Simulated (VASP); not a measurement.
# MoTe₂: convergence, relaxation of the atoms

MoTe₂, P1 (no. 1), 12 atoms in the cell. PBE, relaxation of the atoms; PAW potentials Te, Mo_sv (PBE set). VASP 6.6.1.

Wanted: energy within 1 meV/atom; two shortest distances of each atom within 0.01 Å.

POSCAR:
```
Te2Mo
1.0
    3.5182000000      0.0000000000      0.0000000000
   -1.7591000000      3.0468505800      0.0000000000
    0.0000000000      0.0000000000     27.9472000000
Te Mo
8 4
Direct
    0.6840080000      0.3499140000      0.1898530000
    0.6524920000      0.3518180000      0.6901400000
    0.3305610000      0.6777780000      0.4399380000
    0.3406430000      0.6652110000      0.9403890000
    0.6515060000      0.3275270000      0.0588390000
    0.6801050000      0.3321340000      0.5593090000
    0.3162060000      0.6587160000      0.3100540000
    0.3438130000      0.6939900000      0.8125300000
    0.5929940000      0.2882770000      0.3741010000
    0.6619760000      0.3360890000      0.8750730000
    0.3635900000      0.6392780000      0.1235980000
    0.3821070000      0.6792700000      0.6261780000
```

The series start from Force threshold EDIFFG (eV/Å): -0.02; Electronic threshold EDIFF (eV): 1e-6; Relaxation method: conjugate gradient, POTIM 0.5; Mixing and least electronic steps: default. Each series keeps the choices made before it, and each single choice may use up half of a tolerance.

## Force threshold EDIFFG (eV/Å)

| Force threshold EDIFFG (eV/Å) | Energy less reference (meV/atom) | Two shortest distances of each atom, largest deviation (Å) | Time (s) |
|---|---|---|---|
| -0.1 | 0.5 | 0.004 | 46 |
| -0.05 | 0.4 | 0.002 | 56 |
| -0.03 | 0.4 | 0.002 | 58 |
| -0.02 | 0.1 | 0.001 | 111 |
| -0.01 | 0.0 | 0.000 | 154 |
| -0.005 | 0.0 | 0.000 | 154 |
| -0.002 (reference) | 0.0 | 0.000 | 264 |

Chosen: -0.1, the loosest value from which every tighter one stays within half of the tolerance.

## Electronic threshold EDIFF (eV)

| Electronic threshold EDIFF (eV) | Energy less reference (meV/atom) | Two shortest distances of each atom, largest deviation (Å) | SCF iterations | Time (s) |
|---|---|---|---|---|
| 0.001 | 0.2 | 0.007 | 34 | 25 |
| 0.0001 | 0.0 | 0.001 | 42 | 33 |
| 1e-5 | 0.0 | 0.000 | 56 | 40 |
| 1e-6 | 0.0 | 0.000 | 70 | 46 |
| 1e-7 (reference) | 0.0 | 0.000 | 88 | 56 |

Chosen: 0.0001.

## Relaxation method

| Relaxation method | Energy less reference (meV/atom) | Two shortest distances of each atom, largest deviation (Å) | SCF iterations | Time (s) |
|---|---|---|---|---|
| conjugate gradient, POTIM 0.5 | 0.0 | 0.000 | 42 | 33 |
| conjugate gradient, POTIM 0.2 | 0.0 | 0.001 | 47 | 33 |
| conjugate gradient, POTIM 1.0 | 0.0 | 0.002 | 53 | 36 |
| quasi-Newton, POTIM 0.5 | 0.1 | 0.003 | 34 | 24 |
| quasi-Newton, POTIM 0.3, 10 steps kept | 0.2 | 0.004 | 33 | 23 |
| quasi-Newton, POTIM 0.5, at least 5 electronic steps | 0.1 | 0.003 | 37 | 25 |
| damped dynamics, POTIM 0.2, SMASS 0.4 | -0.1 | 0.004 | 71 | 50 |
| damped dynamics, POTIM 0.4, SMASS 0.8 | -0.1 | 0.003 | 51 | 35 |
| velocity quench, POTIM 0.1 | 0.0 | 0.002 | 45 | 32 |

Chosen: quasi-Newton, POTIM 0.3, 10 steps kept, the fastest of those that stay within half of the tolerance.

## Mixing and least electronic steps

| Mixing and least electronic steps | Energy less reference (meV/atom) | Two shortest distances of each atom, largest deviation (Å) | SCF iterations | Time (s) |
|---|---|---|---|---|
| default | 0.0 | 0.000 | 33 | 23 |
| MAXMIX 40 | 0.0 | 0.001 | 33 | 23 |
| NELMIN 4 | 0.0 | 0.000 | 34 | 24 |
| NELMIN 4, MAXMIX 40 | 0.0 | 0.001 | 34 | 24 |
| ALGO Fast | 0.1 | 0.002 | 38 | 23 |

Chosen: default; no other choice that stays within half of the tolerance saves 30 % of the time.

## All choices together

| Input | Energy less reference (meV/atom) | Two shortest distances of each atom, largest deviation (Å) | Time (s) |
|---|---|---|---|
| program defaults (naive) | 0.4 | 0.002 | 36 |
| chosen settings | 0.6 | 0.008 | 23 |
| reference settings throughout | 0.0 | 0.000 | 293 |

The tolerance is met.

## The input

INCAR:
```
ALGO = Normal
EDIFF = 1E-4
EDIFFG = -0.1
ENCUT = 300
IBRION = 1
ISIF = 2
ISMEAR = 0
KPAR = 8
LASPH = True
LCHARG = False
LREAL = False
LWAVE = False
NELM = 100
NFREE = 10
NSW = 150
POTIM = 0.3
PREC = Normal
SIGMA = 0.05
```

KPOINTS:
```
k-points
0
Gamma
  5 5 1
```

Commands:
```
cat potpaw_PBE.64/Te/POTCAR potpaw_PBE.64/Mo_sv/POTCAR > POTCAR
mpirun -np 8 vasp_std > vasp.out
```

The naive input happens to agree within the tolerance here, in 36 s.

Limits: the start was distorted on purpose (atoms moved at random), so the space group given is the start's and not the crystal's.

The chosen input took VASP 6.6.1 23 s on 8 cores (Intel Xeon 6975P-C (Granite Rapids)), a shared host.

## An input that fails: ionic step far too long

VASP's message: internal error in: us.F  at line: 1398 internal ERROR SETYLM_AUG: 7 -1 423608096 0 6 0 -2 If you are not a developer, you should not encounter this problem. Please submit a bug report.

Changes against the starting input:
```
- NELM = 100
- IBRION = 2
- NSW = 150
- POTIM = 0.5
+ NELM = 60
+ IBRION = 3
+ NSW = 30
+ POTIM = 5.0
+ SMASS = 0.4
```
